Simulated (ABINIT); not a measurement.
# Pb (Fm-3m) in ABINIT: a series of runs

The runs below take Pb through single point, with LDA, PBE.

Everything below comes from runs of ABINIT 10.8.3 (patched build). Logs are shortened: lines on timing, memory, paths and dates and some standing lists are left out, and cuts for length are marked. The log counts tension as positive stress, the text compression.

## Step 1: The structure

The structure is cubic, space group Fm-3m (No. 225). Conventional cell: a = 4.950 Å, b = 4.950 Å, c = 4.950 Å, α = 90.00°, β = 90.00°, γ = 90.00°. Pb (site symmetry m-3m) is surrounded by 12 Pb at 3.50 Å.

## Step 2: Single point, LDA

run.abi reads:

```
# Pseudopotentials
pp_dirpath "./"
pseudos "Pb.upf"

# Structure
acell 3*1.0 Angstrom
rprim
     0.0000000000     2.4750200000     2.4750200000
     2.4750200000     0.0000000000     2.4750200000
     2.4750200000     2.4750200000     0.0000000000
ntypat 1
znucl 82
natom 1
typat 1
xcart
     0.0000000000     0.0000000000     0.0000000000 Angstrom

# Plane-wave basis
ecut 24.0

# k points
kptopt 1
ngkpt 7 7 7
nshiftk 1
shiftk 0.0 0.0 0.0

# Exchange and correlation
ixc 7

# Bands and occupations
nband 11
occopt 3
tsmear 0.05 eV

# SCF cycle
nstep 100
tolvrs 1.0e-10

# Output
iomode 3
prtwf 0
prteig 0
prtebands 0
enunit 2
prtden 1
prtvha 1
prtvclmb 1
prtpot 1
prtelf 1
```

Potentials or basis: PseudoDojo NC SR LDA v0.4.1 standard.

Launch:

```
abinit run.abi > log 2>&1
```

run.abo:

```text
.Version 10.8.3 of ABINIT
 Symmetries : space group Fm -3 m (#225); Bravais cF (face-center cubic)
================================================================================
 Values of the parameters that define the memory need of the present run
     intxc =       0    ionmov =       0      iscf =       7    lmnmax =       6
     lnmax =       6     mgfft =      30  mpssoang =       3    mqgrid =    3001
     natom =       1  nloc_mem =       1    nspden =       1   nspinor =       1
    nsppol =       1      nsym =      48    n1xccc =    2501    ntypat =       1
    occopt =       3   xclevel =       1
       mpw =        1173          nfft =       27000          nkpt =          20
================================================================================
================================================================================

--------------------------------------------------------------------------------
------------- Echo of variables that govern the present computation ------------
--------------------------------------------------------------------------------
 -outvars: echo values of preprocessed input variables --------
            acell      1.8897261259E+00  1.8897261259E+00  1.8897261259E+00 Bohr
              amu      2.07200000E+02
             ecut      2.40000000E+01 Hartree
           enunit           2
              ixc           7
         kptrlatt        7    0    0      0    7    0      0    0    7
          kptrlen      4.63010263E+01
            natom           1
            nband          11
            ngfft          30      30      30
             nkpt          20
            nstep         100
             nsym          48
           ntypat           1
           occopt           3
        prtebands           0
           prteig           0
           prtelf           1
           prtpot           1
         prtvclmb           1
           prtvha           1
            prtwf           0
            rprim      0.0000000000E+00  2.4750200000E+00  2.4750200000E+00
                       2.4750200000E+00  0.0000000000E+00  2.4750200000E+00
                       2.4750200000E+00  2.4750200000E+00  0.0000000000E+00
          spgroup         225
           tolvrs      1.00000000E-10
           tsmear      1.83746611E-03 Hartree
            typat      1
            znucl       82.00000

================================================================================

 chkinp: Checking input parameters for consistency.

================================================================================
== DATASET  1 ==================================================================

--- !DatasetInfo
iteration_state: {dtset: 1, }
dimensions: {natom: 1, nkpt: 20, mband: 11, nsppol: 1, nspinor: 1, nspden: 1, mpw: 1173, }
cutoff_energies: {ecut:  24.0, pawecutdg:  -1.0, }
electrons: {nelect:   1.40000000E+01, charge:   0.00000000E+00, occopt:   3.00000000E+00, tsmear:   1.83746611E-03, }
meta: {optdriver: 0, ionmov: 0, optcell: 0, iscf: 7, paral_kgb: 0, }
...

 Exchange-correlation functional for the present dataset will be:
  LDA: Perdew-Wang 92 LSD fit to Ceperley-Alder data - ixc=7
  J.P.Perdew and Y.Wang, PRB 45, 13244 (1992)

 Real(R)+Recip(G) space primitive vectors, cartesian coordinates (Bohr,Bohr^-1):
 R(1)=  0.0000000  4.6771100  4.6771100  G(1)= -0.1069036  0.1069036  0.1069036
 R(2)=  4.6771100  0.0000000  4.6771100  G(2)=  0.1069036 -0.1069036  0.1069036
 R(3)=  4.6771100  4.6771100  0.0000000  G(3)=  0.1069036  0.1069036 -0.1069036
 Unit cell volume ucvol=  2.0462691E+02 bohr^3
 Angles (23,13,12)=  6.00000000E+01  6.00000000E+01  6.00000000E+01 degrees

 getcut: wavevector=  0.0000  0.0000  0.0000  ngfft=  30  30  30
         ecut(hartree)=     24.000   => boxcut(ratio)=   2.05892

--- Pseudopotential description ------------------------------------------------
- pspini: atom type   1  psp file is ./Pb.upf
12 -1012 2 -1 1638                            pspcod,pspxc,lmax,lloc,mmax
     nproj     2     2     2

   6.17979109E+02                                ecore*ucvol(ha*bohr**3)
--------------------------------------------------------------------------------

================================================================================

--- !BeginCycle
iteration_state: {dtset: 1, }
solver: {iscf: 7, nstep: 100, nline: 4, wfoptalg: 0, }
tolerances: {tolvrs: 1.00E-10, }
...

     iter   Etot(hartree)      deltaE(h)  residm     vres2
 ETOT  1  -70.233963154425    -7.023E+01 9.885E-02 7.079E-01
 ETOT  2  -70.261564875585    -2.760E-02 6.434E-03 1.233E-01
 ETOT  3  -70.261565404326    -5.287E-07 2.005E-03 9.352E-02
 ETOT  4  -70.261595214431    -2.981E-05 4.049E-04 8.345E-04
 ETOT  5  -70.261595509857    -2.954E-07 8.173E-05 2.149E-05
 ETOT  6  -70.261595515642    -5.786E-09 2.831E-05 1.587E-06
 ETOT  7  -70.261595516123    -4.807E-10 5.168E-06 2.173E-08
 ETOT  8  -70.261595516129    -5.414E-12 3.223E-06 2.638E-10
 ETOT  9  -70.261595516130    -1.407E-12 7.076E-07 1.441E-13

 At SCF step    9       vres2   =  1.44E-13 < tolvrs=  1.00E-10 =>converged.

 Compute ELF
--------------------------------------------------------------------------------

 Compute kinetic energy density

 Compute gradient of the electron density
 Electron Localization Function (ELF) [min:0;max:1]
)     Maximum=    4.7627E-01  at reduced coord.    0.9000    0.9333    0.9333
)     Minimum=    1.4489E-05  at reduced coord.    0.0333    0.0000    0.0000
   Integrated=    5.4904E+01

--------------------------------------------------------------------------------
 End of ELF section

 Cartesian components of stress tensor (hartree/bohr^3)
  sigma(1 1)=  7.72919758E-05  sigma(3 2)=  0.00000000E+00
  sigma(2 2)=  7.72919758E-05  sigma(3 1)=  0.00000000E+00
  sigma(3 3)=  7.72919758E-05  sigma(2 1)=  0.00000000E+00

--- !ResultsGS
iteration_state: {dtset: 1, }
comment   : Summary of ground state results
lattice_vectors:
- [  0.0000000,   4.6771100,   4.6771100, ]
- [  4.6771100,   0.0000000,   4.6771100, ]
- [  4.6771100,   4.6771100,   0.0000000, ]
lattice_lengths: [   6.61443,    6.61443,    6.61443, ]
lattice_angles: [ 60.000,  60.000,  60.000, ] # degrees, (23, 13, 12)
lattice_volume:   2.0462691E+02
convergence: {deltae: -1.407E-12, res2:  1.441E-13, residm:  7.076E-07, diffor: null, }
etotal    :  -7.02615955E+01
entropy   :   0.00000000E+00
fermie    :   1.86974596E-01
cartesian_stress_tensor: # hartree/bohr^3
- [  7.72919758E-05,   0.00000000E+00,   0.00000000E+00, ]
- [  0.00000000E+00,   7.72919758E-05,   0.00000000E+00, ]
- [  0.00000000E+00,   0.00000000E+00,   7.72919758E-05, ]
pressure_GPa:  -2.2740E+00
xred      :
- [  0.0000E+00,   0.0000E+00,   0.0000E+00, Pb]
cartesian_forces: # hartree/bohr
- [ -0.00000000E+00,  -0.00000000E+00,  -0.00000000E+00, ]
force_length_stats: {min:   0.00000000E+00, max:   0.00000000E+00, mean:   0.00000000E+00, }
...

 Integrated electronic density in atomic spheres:
 ------------------------------------------------
 Atom  Sphere_radius  Integrated_density
    1        2.00000         10.05637733
================================================================================

 ----iterations are completed or convergence reached----

 Mean square residual over all n,k,spin=   71.508E-10; max=  70.756E-08
 reduced coordinates (array xred) for    1 atoms
       0.000000000000      0.000000000000      0.000000000000
 rms dE/dt=  0.0000E+00; max dE/dt=  0.0000E+00; dE/dt below (all hartree)
    1       0.000000000000      0.000000000000      0.000000000000

 cartesian coordinates (angstrom) at end:
    1      0.00000000000000     0.00000000000000     0.00000000000000

 cartesian forces (hartree/bohr) at end:
    1     -0.00000000000000    -0.00000000000000    -0.00000000000000
 frms,max,avg= 0.0000000E+00 0.0000000E+00   0.000E+00  0.000E+00  0.000E+00 h/b

 cartesian forces (eV/Angstrom) at end:
    1     -0.00000000000000    -0.00000000000000    -0.00000000000000
 frms,max,avg= 0.0000000E+00 0.0000000E+00   0.000E+00  0.000E+00  0.000E+00 e/A
 length scales=  1.889726125908  1.889726125908  1.889726125908 bohr
              =  1.000000000000  1.000000000000  1.000000000000 angstroms
 Fermi (or HOMO) energy (hartree) =   0.18697   Average Vxc (hartree)=  -0.39729
 Eigenvalues (hartree) for nkpt=  20  k points:
 kpt#   1, nband= 11, wtk=  0.00292, kpt=  0.0000  0.0000  0.0000 (reduced coord)
  -0.43346   -0.43346   -0.43346   -0.42820   -0.42820   -0.24337    0.45999    0.45999
   0.45999    0.56415    0.60842
      occupation numbers for kpt#   1
   2.00000    2.00000    2.00000    2.00000    2.00000    2.00000    0.00000    0.00000
   0.00000    0.00000    0.00000
 prteigrs : prtvol=0 or 1, do not print more k-points.

 Fermi (or HOMO) energy (eV) =   5.08784   Average Vxc (eV)= -10.81090
 Eigenvalues (   eV  ) for nkpt=  20  k points:
 kpt#   1, nband= 11, wtk=  0.00292, kpt=  0.0000  0.0000  0.0000 (reduced coord)
 -11.79492  -11.79492  -11.79492  -11.65195  -11.65195   -6.62257   12.51690   12.51690
  12.51690   15.35143   16.55604
 prteigrs : prtvol=0 or 1, do not print more k-points.

--- !EnergyTerms
iteration_state     : {dtset: 1, }
comment             : Components of total free energy in Hartree
kinetic             :  3.43926491076122E+01
hartree             :  1.25706752433423E+01
xc                  : -1.97434236994710E+01
Ewald energy        : -4.80335599842902E+01
psp_core            :  3.02002861454202E+00
local_psp           : -3.82664329281376E+01
non_local_psp       : -1.42014069630208E+01
internal            : -7.02614706094231E+01
'-kT*entropy'       : -1.24906706986644E-04
total_energy        : -7.02615955161300E+01
total_energy_eV     : -1.91191541384830E+03
band_energy         : -4.29534953268886E+00
...

 Cartesian components of stress tensor (hartree/bohr^3)
  sigma(1 1)=  7.72919758E-05  sigma(3 2)=  0.00000000E+00
  sigma(2 2)=  7.72919758E-05  sigma(3 1)=  0.00000000E+00
  sigma(3 3)=  7.72919758E-05  sigma(2 1)=  0.00000000E+00

-Cartesian components of stress tensor (GPa)         [Pressure= -2.2740E+00 GPa]
- sigma(1 1)=  2.27400844E+00  sigma(3 2)=  0.00000000E+00
- sigma(2 2)=  2.27400844E+00  sigma(3 1)=  0.00000000E+00
- sigma(3 3)=  2.27400844E+00  sigma(2 1)=  0.00000000E+00

== END DATASET(S) ==============================================================
================================================================================

 -outvars: echo values of variables after computation  --------
            acell      1.8897261259E+00  1.8897261259E+00  1.8897261259E+00 Bohr
           etotal     -7.0261595516E+01
            fcart     -0.0000000000E+00 -0.0000000000E+00 -0.0000000000E+00
            rprim      0.0000000000E+00  2.4750200000E+00  2.4750200000E+00
                       2.4750200000E+00  0.0000000000E+00  2.4750200000E+00
                       2.4750200000E+00  2.4750200000E+00  0.0000000000E+00
           strten      7.7291975758E-05  7.7291975758E-05  7.7291975758E-05
                       0.0000000000E+00  0.0000000000E+00  0.0000000000E+00
 Calculation completed.
```

Wall time 7.2 s (1 thread of Arm Neoverse V1, shared host); peak memory 0.06 GiB.

What came out:

* Free energy: -1911.9154 eV
* Band gap on the k mesh: none (metal or under the smearing width)
* Valence electrons inside the program's atomic spheres: Pb 10.06 (radii [1.0584] Å)

Caveat: the cutoff is too short for stress, so the log's stress isn't used.

## Step 3: Single point, PBE, spin-orbit coupling, no magnetisation

run.abi reads:

```
# Pseudopotentials
pp_dirpath "./"
pseudos "Pb.GGA_PBE-JTH_sp.xml"

# Structure
acell 3*1.0
rprim
     0.0000000000     4.6771099530     4.6771099530
     4.6771099530     0.0000000000     4.6771099530
     4.6771099530     4.6771099530     0.0000000000
ntypat 1
znucl 82
natom 1
typat 1
xred
     0.0000000000     0.0000000000     0.0000000000

# Plane-wave basis
ecut 10.0
pawecutdg 20.0

# k points
kptopt 4
ngkpt 7 7 7
nshiftk 1
shiftk 0.0 0.0 0.0

# Exchange and correlation
ixc 11

# Bands and occupations
nband 12
occopt 3
tsmear 0.05 eV

# Spin
nspinor 2
nspden 1
pawspnorb 1

# SCF cycle
nstep 100
tolvrs 1.0e-9

# Output
iomode 3
prtwf 0
prtden 0
prteig 0
prtebands 0
enunit 2
```

Potentials or basis: JTH PAW PBE v2.0 sp.

Launch:

```
abinit run.abi > log 2>&1
```

It took 8.3 s on 1 thread of Arm Neoverse N1, shared host; peak memory 0.08 GiB.

The run converged. Its results:

```yaml
Free_energy: -100.9497 eV
Pressure: 2.9 GPa
Band_gap_on_the_k_mesh: none (metal or under the smearing width)
Valence_electrons_inside_the_program's_atomic_spheres: Pb 2.70 (radii [1.5418] Å)
```

Levels at points of the mesh, in eV from the Fermi level:
```csv
k point,band 1,band 2,band 3,band 4,band 5,band 6,band 7,band 8,band 9
"(0.00, 0.00, 0.00)",-11.54,-11.54,5.39,5.39,7.39,7.39,7.39,7.39,8.65
```

Caveat: this set keeps more shells in the core, which shifts pressures and gaps.
